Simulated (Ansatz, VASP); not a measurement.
# One calculation of AlN, two programs

File INCAR:

```
SYSTEM = AlN
PREC     = Accurate       ! precision mode
ENCUT    = 520            ! plane-wave cutoff, eV
EDIFF    = 1E-7           ! SCF threshold, eV
ISMEAR   = 0              ! smearing method
SIGMA    = 0.05           ! smearing width, eV
LREAL    = .False.        ! projectors in reciprocal space
LASPH    = .True.         ! aspherical terms in the spheres
NELM     = 80             ! most SCF steps
ALGO     = Normal         ! electronic algorithm
ISIF     = 2              ! what is computed and relaxed
LWAVE    = .False.        ! write WAVECAR
LCHARG   = .False.        ! write CHGCAR
GGA      = CA             ! functional
NBANDS   = 16             ! bands
```

KPOINTS

```
Automatic mesh
0
Gamma
  9 9 6
  0 0 0
```

File POSCAR:

```
AlN
1.0
    3.1401951683      0.0000000000      0.0000000000
   -1.5700975842      2.7194887886      0.0000000000
    0.0000000000      0.0000000000      5.0261421483
Al N
2 2
Direct
    0.3147813304      0.6666666667      0.0015210182
    0.6852186696      0.3333333333      0.5015210182
    0.3498904753      0.6666666667      0.3834789818
    0.6501095247      0.3333333333      0.8834789818
```

Input for Ansatz:

```yaml
crystal:
  lattice:
    - [3.1401951683, 0.0, 0.0]
    - [-1.5700975842, 2.7194887886, 0.0]
    - [0.0, 0.0, 5.0261421483]
  atoms:
    - { symbol: Al, position: [0.3147813304, 0.6666666667, 0.0015210182] }
    - { symbol: Al, position: [0.6852186696, 0.3333333333, 0.5015210182] }
    - { symbol: "N", position: [0.3498904753, 0.6666666667, 0.3834789818] }
    - { symbol: "N", position: [0.6501095247, 0.3333333333, 0.8834789818] }
basis:
  ecutwfc: 520.0
kpoints:
  mp_grid: { grid: [9, 9, 6] }
hamiltonian:
  xc: lda
  pseudopotentials: { kind: paw, azcp: { folder: soft_1 } }
scf:
  occupations: { method: gaussian, width: 0.05 }
output:
  forces: true
  stress: true
  eigenvalues: true
```

Change from the starting cell: mode 4 frozen in at -0.057 Å, equal normal strain along x, y and z +0.0167.

Alike in both runs: task single point; functional LDA; k mesh 9 × 9 × 6; occupations gaussian, width 0.05 eV; no spin polarisation.

|  | VASP | Ansatz |
| --- | --- | --- |
| version | VASP 6.6.1 | Ansatz 0.2.0 |
| potentials or method | VASP PAW LDA potentials, release 64 (Al, N) | scalar-relativistic, plane waves, PAW |
| plane-wave cutoff (eV) | 520 | 520 |
| valence electrons in the cell | 16 | 16 |

|  | VASP | Ansatz | Ansatz less VASP |
| --- | --- | --- | --- |
| gap on the k mesh at the Fermi level (eV) | 3.95 | 3.94 | -0.006 |
| least direct gap on the mesh (eV) | 3.95 | 3.94 | -0.006 |
| pressure (GPa) | -9.1 | -9.6 | -0.50 |
| largest component of the traceless stress (GPa) | 0.53 | 0.56 | +0.022 |
| rms of the force components (eV/Å) | 0.150 | 0.150 | +0.0001 |

Atom by atom the forces differ by 0.001 eV/Å (rms over components). Ansatz warned: «pseudo_functional_mismatch».

Caveats: an odd mesh through Γ misses points on the zone boundary, where band edges often lie.
